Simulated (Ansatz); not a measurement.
## SiO2 — ¹⁷O NMR of the central transition

Cell: a computed structure from the Materials Project (it need not be an observed phase), atoms as given.

Space group Cmce (No. 64); a = 9.0163, b = 10.2546, c = 8.9927 Å.

| site | Wyckoff | site symmetry | x | y | z |
| --- | --- | --- | --- | --- | --- |
| Si | 16g | 1 | 0.1731 | 0.8662 | 0.9095 |
| O9 | 8d | 2.. | 0.8078 | 0.0000 | 0.0000 |
| O10 | 8e | .2. | 0.7500 | 0.1179 | 0.2500 |
| O12 | 8f | m.. | 0.5000 | 0.1669 | 0.3870 |
| O17 | 8c | -1 | 0.2500 | 0.2500 | 0.0000 |

One atom of each set is listed; the run and its k-mesh use a cell of 24 atoms with edges of 6.83, 6.83, 8.99 Å.

Level of theory: DFT, PBE, plane waves and PAW (field gradients read without the response of the frozen cores, which leaves them typically 4 to 6 % off), scalar-relativistic, 420 eV cutoff, Γ-centred 3×3×3 k-points, Fermi–Dirac smearing 0.02 eV (Ansatz 0.2.0).

¹⁷O has I = 5/2 and Q = -25.58 mb (Pyykkö 2018); at 28.2 T its Larmor frequency is ν₀ = 162.8 MHz. Only the quadrupole interaction is simulated: positions count from each site's isotropic chemical shift, and J coupling is left out, as are shift anisotropy and dipolar coupling, which fast spinning averages.

Problem. Give C_Q, η, the quadrupolar product P_Q = |C_Q|(1 + η²/3)^½, the second-order isotropic shift and the breadth of the pattern (fast magic-angle spinning) for each O site.

Solution. 

| site | first shell | C_Q (MHz) | η | P_Q (MHz) | δ_QIS (ppm) | breadth (kHz) |
| --- | --- | --- | --- | --- | --- | --- |
| O9 | 2 Si at 1.60 Å, angle 168° | -6.44 | 0.03 | 6.44 | -9.37 | 3.31 |
| O10 | 2 Si at 1.60 Å, angle 168° | -6.50 | 0.03 | 6.50 | -9.56 | 3.37 |
| O12 | 2 Si at 1.61 Å, angle 152° | -6.13 | 0.12 | 6.14 | -8.53 | 3.08 |
| O17 | 2 Si at 1.60 Å, angle 180° | -6.58 | 0.01 | 6.58 | -9.78 | 3.43 |

δ_QIS = −(ν_Q²/30ν₀²)[I(I+1) − 3/4](1 + η²/3) × 10⁶ ppm with ν_Q = 3|C_Q|/[2I(2I−1)]; it falls as 1/B₀² in ppm, and the breadth as 1/B₀ in kHz.

At O9, O10 and O17 V_zz points along the line of its two bonds (within 1°) in each case. At O12 V_zz runs parallel to the line that joins its two neighbours (within 1°).

The largest force is 0.3 eV/Å, so the atoms aren't at the calculated equilibrium and relaxing them would move these values.

Hardware: 1 thread of Intel Xeon Platinum 8488C (Sapphire Rapids) (x86_64; 16 cores open to the job, memory cap 3.0 GiB, no GPU), a shared host with a load of 0.4 a core. Wall time 24 s, CPU time 24 s, peak memory 0.71 GiB.
